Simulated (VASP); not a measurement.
Input of a VASP 6.6.1 run:

Contents of INCAR:

```
SYSTEM = NaF
ALGO = Normal ; EDIFF = 1E-6
EDIFFG = -0.005 ; ENCUT = 700
GGA = PE ; IBRION = 2
ISIF = 3 ; ISMEAR = 0
LASPH = .True. ; LCHARG = .False.
LREAL = .False. ; LWAVE = .False.
NELM = 120 ; NSW = 40
PREC = Accurate ; SIGMA = 0.02
```

The input KPOINTS:

```
k-points
0
Gamma
  10 10 10
  0 0 0
```

POSCAR

```
NaF
1.0
    0.0000000000      2.3150000000      2.3150000000
    2.3150000000      0.0000000000      2.3150000000
    2.3150000000      2.3150000000      0.0000000000
Na F
1 1
Direct
    0.0000000000      0.0000000000      0.0000000000
    0.5000000000      0.5000000000      0.5000000000
```

Potentials or basis: VASP PAW PBE potentials, release 64 (Na_pv, F).

Launch:

```sh
$ cat potpaw_PBE.64/Na_pv/POTCAR potpaw_PBE.64/F/POTCAR > POTCAR
$ mpirun -np 1 vasp_std > vasp.out
```

What does it give for the relaxed cell?

a = 3.316 Å, b = 3.316 Å, c = 3.316 Å, α = 60.00°, β = 60.00°, γ = 60.00°.

Estimate the space group after relaxing (to 0.05 Å).

Fm-3m (No. 225).

Estimate the relaxed volume.

12.89 Å³/atom.

Estimate the band gap on the k mesh.

6.12 eV, direct.

Final structure:
```yaml
crystal:
  lattice:
    - [0.00000, 2.34492, 2.34492]
    - [2.34492, 0.00000, 2.34492]
    - [2.34492, 2.34492, 0.00000]
  atoms:
    - { symbol: Na, position: [0.00000, 0.00000, 0.00000] }
    - { symbol: F, position: [0.50000, 0.50000, 0.50000] }
```

A k mesh can miss the band edges. Expect the measured gap to be larger: semilocal functionals such as PBE lack the derivative discontinuity.
